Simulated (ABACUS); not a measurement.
# Si2W in ABACUS: the effect of functional

The system is Si2W.

```
W Si
1.0
    -1.60690    1.60690    3.91495
     1.60690   -1.60690    3.91495
     1.60690    1.60690   -3.91495
W Si
1 2
Direct
  0.00000 0.00000 0.00000
  0.66530 0.66530 0.00000
  0.33470 0.33470 0.00000
```

Alike in all runs:

| Property | Result |
| --- | --- |
| Program | ABACUS 3.10.1 |
| Task | single point |
| Potentials or basis | SG15 ONCV 1.2 PBE |
| Cutoff | 1007 eV |
| Density cutoff | 4027 eV |
| Basis | plane waves |
| k mesh | 12 × 12 × 12 |
| Occupations | fermi-dirac, width 0.05 eV |
| Spin | no spin polarisation |

Q: One run gave: pressure -0.5 GPa; largest force 0.02 eV/Å. Which functional did it use?
A. RPBE
B. AM05
C. TPSS
D. PBEsol
E. LDA

A: D.

```tsv
functional	pressure (GPa)	largest force (eV/Å)
LDA	-5.3	0.11
PBEsol	-0.5	0.02
RPBE	7.5	0.18
AM05	-1.5	0.06
TPSS	1.4	0.11
```

Caveats: the potentials were made for another functional, which shifts forces and pressure.

Runs at the PBE level aren't shown here.
